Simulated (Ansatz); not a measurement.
**MgO: band gap under strain**

How does strain move the band edges of MgO in the rocksalt structure, and do the functionals agree on it? States: +2.9 % strain along z alone; -3.4 % equal strain in all directions; +0.4 % shear in the xy plane.

The runs shown are made with Ansatz 0.2.0. PAW datasets, plane waves. Calculated at 0 K for a non-magnetic cell.

## 1. The structure to begin with

The unstrained cell was relaxed with r2SCAN; in each strained cell the atoms were relaxed again with r2SCAN. Names of k-points are those of the unstrained zone, where strain can split equivalent points. First state: +2.9 % strain along z alone.

The symmetry is I4/mmm (No. 139, tetragonal); a = 2.973 Å, c = 4.325 Å in the conventional setting, 9.56 Å³ an atom. Around Mg lie 6 O at 2.10–2.16 Å; around O lie 6 Mg at 2.10–2.16 Å.

Structure file:

```
CELL_PARAMETERS angstrom
0.00000 2.10217 2.16250
2.10217 0.00000 2.16250
2.10217 2.10217 0.00000
ATOMIC_POSITIONS crystal
Mg 0.00000 0.00000 0.00000
O 0.50000 0.50000 0.50000
```

## 2. +2.9 % strain along z alone: PBE

input.yaml reads:

```yaml
crystal:
  lattice:
    - [0.0, 2.1021674168, 2.1624996217]
    - [2.1021674168, 0.0, 2.1624996217]
    - [2.1021674168, 2.1021674168, 0.0]
  atoms:
    - { symbol: Mg, position: [0.0, 0.0, 0.0] }
    - { symbol: O, position: [0.5, 0.5, 0.5] }
kpoints:
  mp_grid: { grid: [10, 10, 10] }
  band_path:
    path:
      - [0.0, 0.0, 0.0]
      - [0.5, 0.0, 0.5]
      - [0.625, 0.25, 0.625]
      - [0.375, 0.375, 0.75]
      - [0.5, 0.5, 0.5]
      - [0.5, 0.25, 0.75]
    npoints: 1
hamiltonian:
  xc: pbe
scf:
  occupations: { method: fermi_dirac, width: 0.02 }
  n_extra_bands: 4
output:
  forces: true
  stress: true
  eigenvalues: true
```

The run is started by

```bash
> ansatz run input.yaml --threads 4 --pin off --max-ram 3686MiB --backend cpu --events-out ev --progress --plain --runs-dir out
```

After this run come: +2.9 % strain along z alone: r2SCAN; +2.9 % strain along z alone: HSE06; -3.4 % equal strain in all directions: PBE; -3.4 % equal strain in all directions: r2SCAN; -3.4 % equal strain in all directions: HSE06; +0.4 % shear in the xy plane: PBE; +0.4 % shear in the xy plane: r2SCAN; +0.4 % shear in the xy plane: HSE06.

Before running it: what results should come out?

The runs gave:

Least gap in eV (negative: overlap):

```
                                state   PBE  r2SCAN  HSE06
          +2.9 % strain along z alone  4.48    5.36   6.19
-3.4 % equal strain in all directions  5.87    6.81   7.72
         +0.4 % shear in the xy plane  4.78    5.67   6.53
```

Where both were run, the HSE06 gap lies +1.70 to +1.84 eV from PBE's, each on its own k points. In PBE the gap is least under +2.9 % strain along z alone (4.48 eV) and largest under -3.4 % equal strain in all directions (5.87 eV).
